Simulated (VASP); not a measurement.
# Yb (I4/mmm) in VASP: notebook, part 2 of 2

VASP 6.6.1. Earlier steps stand in the parts before.

## (3) Electric field gradients, PBE (z stretched by +1.5 % at fixed volume)

File INCAR:

```
SYSTEM = Yb
PREC = Accurate ; ENCUT = 520
EDIFF = 1E-8 ; ISMEAR = -1
SIGMA = 0.05 ; LREAL = .False.
LASPH = .True. ; NELM = 100
ALGO = Fast ; ISIF = 2
LWAVE = .False. ; LCHARG = .False.
GGA = PE ; LEFG = .True.
NBANDS = 18
```

File KPOINTS:

```
Automatic mesh
0
Gamma
  13 13 13
  0 0 0
```

File POSCAR:

```
Yb
1.0
    0.0000000000      2.7227553435      2.7842465000
    2.7227553435      0.0000000000      2.7842465000
    2.7227553435      2.7227553435      0.0000000000
Yb
1
Direct
    0.0000000000      0.0000000000      0.0000000000
```

Potentials or basis: VASP PAW PBE potentials, release 64 (Yb).

Run with:

```console
$ cat potpaw_PBE.64/Yb/POTCAR > POTCAR
$ mpirun -np 1 vasp_std > vasp.out
```

OUTCAR:

```text
SYSTEM = Yb
   PREC = Accurate
   ENCUT = 520
   EDIFF = 1E-8
   ISMEAR = -1
   LREAL = .False.
   LASPH = .True.
   NELM = 100
   ISIF = 2
   GGA = PE

 ion  position               nearest neighbor table
   1  0.000  0.000  0.000-

  LATTYP: Found a body centered tetragonal cell.
 ALAT       =     3.8505575338
 C/A-ratio  =     1.4461523951

  Lattice vectors:

 A1 = (  -2.7227553435,   0.0000000000,   2.7842465000)
 A2 = (   2.7227553435,   0.0000000000,   2.7842465000)
 A3 = (   0.0000000000,   2.7227553435,  -2.7842465000)

Analysis of symmetry for initial positions (statically):
=====================================================================
 Subroutine PRICEL returns:
 Original cell was already a primitive cell.

 Routine SETGRP: Setting up the symmetry group for a
 body centered tetragonal supercell.

 Subroutine GETGRP returns: Found 16 space group operations
 (whereof 16 operations were pure point group operations)
 out of a pool of 16 trial point group operations.

The static configuration has the point symmetry D_4h.

Analysis of symmetry for dynamics (positions and initial velocities):
=====================================================================
 Subroutine PRICEL returns:
 Original cell was already a primitive cell.

 Routine SETGRP: Setting up the symmetry group for a
 body centered tetragonal supercell.

 Subroutine GETGRP returns: Found 16 space group operations
 (whereof 16 operations were pure point group operations)
 out of a pool of 16 trial point group operations.

The dynamic configuration has the point symmetry D_4h.

 Subroutine INISYM returns: Found 16 space group operations
 (whereof 16 operations are pure point group operations),
 and found     1 'primitive' translations

----------------------------------------------------------------------------------------

                                     Primitive cell

  volume of cell :      41.2814

  direct lattice vectors                    reciprocal lattice vectors
     0.000000000  2.722755343  2.784246500    -0.183637506  0.183637506  0.179581801
     2.722755343  0.000000000  2.784246500     0.183637506 -0.183637506  0.179581801
     2.722755343  2.722755343  0.000000000     0.183637506  0.183637506 -0.179581801

  length of vectors
     3.894281093  3.894281093  3.850557534     0.315745293  0.315745293  0.315745293

  position of ions in fractional coordinates (direct lattice)
     0.000000000  0.000000000  0.000000000

  ion indices of the primitive-cell ions
   primitive index   ion index
                 1           1

----------------------------------------------------------------------------------------

 KPOINTS: Automatic mesh

Automatic generation of k-mesh.
 Grid dimensions read from file:
 generate k-points for:   13   13   13

 Generating k-lattice:

  Cartesian coordinates                     Fractional coordinates (reciprocal lattice)
    -0.014125962  0.014125962  0.013813985     0.076923077  0.000000000  0.000000000
     0.014125962 -0.014125962  0.013813985     0.000000000  0.076923077  0.000000000
     0.014125962  0.014125962 -0.013813985     0.000000000  0.000000000  0.076923077

[... 63 lines left out ...]
   ISYM   =      2    0-nonsym 1-usesym 2-fastsym
   POTIM  = 0.5000    time-step for ionic-motion
   TEBEG  =    0.0;   TEEND  =   0.0 temperature during run
   PSTRESS=    0.0 pullay stress
   NELECT =      24.0000    total number of electrons
   NUPDOWN=      -1.0000    fix difference up-down
   EMIN   =  10.00;   EMAX   =-10.00  energy-range for DOS
   EFERMI =   0.00;   METHOD = LEGACY
   ISMEAR =    -1;   SIGMA  =   0.05  broadening in eV -4-tet -1-fermi 0-gaus
   EFERMI_NEDOS =   21; number of points for ismear=-14 and -15
   IALGO  =     68    algorithm
   IMIX   =      4    mixing-type and parameters
     AMIX     =   0.40;   BMIX     =  1.00
     AMIX_MAG =   1.60;   BMIX_MAG =  1.00
  volume/ion in A,a.u.               =      41.28       278.58
  Fermi-wavevector in a.u.,A,eV,Ry     =   1.366345  2.582017 25.400687  1.866898
  Thomas-Fermi vector in A             =   2.492493
   LORBIT       =      0    0 simple, 1 ext, 2 COOP (PROOUT), +10 PAW based schemes
   GGA     = PE    functional components
   LHFCALC =     F    Hartree Fock is set to
   AEXX    =    0.0000 exact exchange contribution
   IVDW    =     0    specifies the selected vdW correction
   LEPSILON=     F    determine dielectric tensor
   LRPA    =     F    only Hartree local field effects (RPA)
 non-spin polarized calculation
 RMM-DIIS sequential band-by-band and
  energy-cutoff  :      520.00
  volume of cell :       41.28
 maximum number of plane-waves:      1124
 NGX is ok and might be reduce to    30

 number of electron      23.9999994 magnetization

 Free energy of the ion-electron system (eV)
  ---------------------------------------------------
  ext. energy  EPLUGINS =         0.00000000
  ---------------------------------------------------
  free energy    TOTEN  =        -3.52256633 eV

  energy without entropy =       -3.50596565  energy(sigma->0) =       -3.51426599

 E-fermi :   1.1746     XC(G=0):  -8.8561

 val. band max:        1.1685460497   @ k =  -0.3077   0.2308   0.4615
 cond. band min:       1.1896951595   @ k =  -0.3077   0.3846   0.1538
 fundamental gap:      0.0211491099
 Fermi energy:         1.1745636640

 k-point     1 :       0.0000    0.0000    0.0000
  band No.  band energies     occupation
      1     -50.6726      2.00000
      2     -22.9357      2.00000
      3     -22.9342      2.00000
      4     -22.9342      2.00000
      5      -3.6946      2.00000
      6       0.7398      1.99967
[... 481 lines left out ...]
      5      -0.6521      2.00000
      6       0.7715      1.99937
[... 10 lines left out ...]
     17       7.0821      0.00000
     18       7.5846      0.00000

 [... further k-points ...]

------------------------ aborting loop because EDIFF is reached ----------------------------------------

  FORCE on cell =-STRESS in cart. coord.  units (eV):
  Direction    XX          YY          ZZ          XY          YZ          ZX
  --------------------------------------------------------------------------------------
  -------------------------------------------------------------------------------------
  Total       -0.6086146     -0.6086146     -0.6620061      0.0000000      0.0000000      0.0000000
  in kB      -23.6209861    -23.6209861    -25.6931687      0.0000000      0.0000000      0.0000000
  external PRESSURE =     -24.3117137 kB  Pullay stress =       0.0000000 kB

 VOLUME and BASIS-vectors are now :
 -----------------------------------------------------------------------------
  energy-cutoff  :      520.00
  volume of cell :       41.28
      direct lattice vectors                 reciprocal lattice vectors
     0.000000000  2.722755343  2.784246500    -0.183637506  0.183637506  0.179581801
     2.722755343  0.000000000  2.784246500     0.183637506 -0.183637506  0.179581801
     2.722755343  2.722755343  0.000000000     0.183637506  0.183637506 -0.179581801

 POSITION                                       TOTAL-FORCE (eV/Angst)
 -----------------------------------------------------------------------------------
      0.00000      0.00000      0.00000        -0.000000     -0.000000      0.000000
 -----------------------------------------------------------------------------------
    total drift:                               -0.000000     -0.000000      0.000000

  FREE ENERGIE OF THE ION-ELECTRON SYSTEM (eV)
  ---------------------------------------------------
  free  energy   TOTEN  =        -3.5225663301 eV

  energy  without entropy=       -3.5059656500  energy(sigma->0) =       -3.51426599

 Electric field gradients (V/A^2)
---------------------------------------------------------------------
 ion       V_xx      V_yy      V_zz      V_xy      V_xz      V_yz
---------------------------------------------------------------------
   1       1.057     1.057    -2.115     0.004     0.002     0.002
---------------------------------------------------------------------

 Electric field gradients after diagonalization (V/A^2)
 (convention: |V_zz| > |V_xx| > |V_yy|)
----------------------------------------------------------------------
 ion       V_xx      V_yy      V_zz     asymmetry (V_yy - V_xx)/ V_zz
----------------------------------------------------------------------
   1       1.061     1.053    -2.115       0.004
----------------------------------------------------------------------

           NMR quadrupolar parameters

 Cq : quadrupolar parameter    Cq=e*Q*V_zz/h
 eta: asymmetry parameters     (V_yy - V_xx)/ V_zz
 Q  : nuclear electric quadrupole moment in mb (millibarn)
----------------------------------------------------------------------
 ion       Cq(MHz)       eta       Q (mb)
----------------------------------------------------------------------
   1      -0.005       0.004       1.000
----------------------------------------------------------------------
```

It took 12 min on 1 thread of Intel Xeon Platinum 8259CL at 2.50GHz (Skylake/Cascade Lake), shared host; peak memory 0.3 GiB.

What came out:

```yaml
Free_energy: -3.5226 eV
Pressure: -2.4 GPa
Band_gap_on_the_k_mesh: none (metal or under the smearing width)
```

Levels at points of the mesh, in eV from the Fermi level:
```
           k point  band 8  band 9  band 10  band 11  band 12  band 13  band 14  band 15  band 16  band 17
(0.00, 0.00, 0.00)   -0.36   -0.36    -0.29    -0.29    -0.29     2.62     2.77     2.77     4.43     4.68
```

Electric field gradients, principal values (V/Å²):
| atom | Vxx | Vyy | Vzz |
| --- | --- | --- | --- |
| 1 Yb | 1.053 | 1.061 | -2.115 |
